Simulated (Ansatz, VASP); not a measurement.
**ZnCu in VASP and in Ansatz**

The input POSCAR:

```
ZnCu
1.0
    2.9220196856      0.0000000000      0.0000000000
    0.0000000000      2.9220196856      0.0000000000
    0.0000000000      0.0000000000      2.9220196856
Zn Cu
1 1
Direct
    0.5000000000      0.5000000000      0.5000000000
    0.0000000000      0.0000000000      0.0000000000
```

INCAR.step1

```
  PREC = Accurate
  ENCUT = 520
  ISMEAR = -1
  SIGMA = 0.02
  LREAL = False
  LASPH = True
  NELM = 60
  NBANDS = 18
  GGA = PE
  ALGO = Normal
  EDIFF = 1E-4
  LWAVE = True
  LCHARG = False
```

INCAR.step2

```
  PREC = Accurate
  ENCUT = 520
  EDIFF = 1E-7
  ISMEAR = -1
  SIGMA = 0.02
  LREAL = False
  LASPH = True
  NELM = 60
  ALGO = Normal
  ISIF = 2
  LWAVE = False
  LCHARG = True
  METAGGA = R2SCAN
  LMIXTAU = True
  LELF = True
  LVHAR = True
  NBANDS = 18
  ISTART = 1
```

The input KPOINTS:

```
regular mesh
0
Gamma
  8 8 8
```

Input for Ansatz:

```yaml
crystal:
  lattice:
    - [2.9220196856, 0.0, 0.0]
    - [0.0, 2.9220196856, 0.0]
    - [0.0, 0.0, 2.9220196856]
  atoms:
    - { symbol: Zn, position: [0.5, 0.5, 0.5] }
    - { symbol: Cu, position: [0.0, 0.0, 0.0] }
kpoints:
  mp_grid: { grid: [8, 8, 8] }
  band_path:
    path: [[0.0, 0.0, 0.0], [0.0, 0.5, 0.0], [0.5, 0.5, 0.0], [0.5, 0.5, 0.5]]
    npoints: 1
hamiltonian:
  xc: r2scan
scf:
  occupations: { method: fermi_dirac, width: 0.02 }
  n_extra_bands: 4
output:
  forces: true
  stress: true
  eigenvalues: true
```

Alike in both runs: task single point; functional r2SCAN; k mesh 8 × 8 × 8; occupations fermi-dirac, width 0.02 eV; no spin polarisation.

|  | VASP | Ansatz |
| --- | --- | --- |
| version | VASP 6.6.1 | Ansatz 0.2.0 |
| potentials or method | VASP PAW PBE potentials, release 64 (Zn, Cu) | plane waves, PAW |
| plane-wave cutoff (eV) | 520 | 500 |
| valence electrons in the cell | 23 | 31 |

```csv
,VASP,Ansatz,Ansatz less VASP
pressure (GPa),0.6,0.0,-0.66
```

The two sets of potentials don't hold the same shells in valence.

Caveats: the PAW data sets were made with another functional, which shifts forces and pressure a little (VASP).
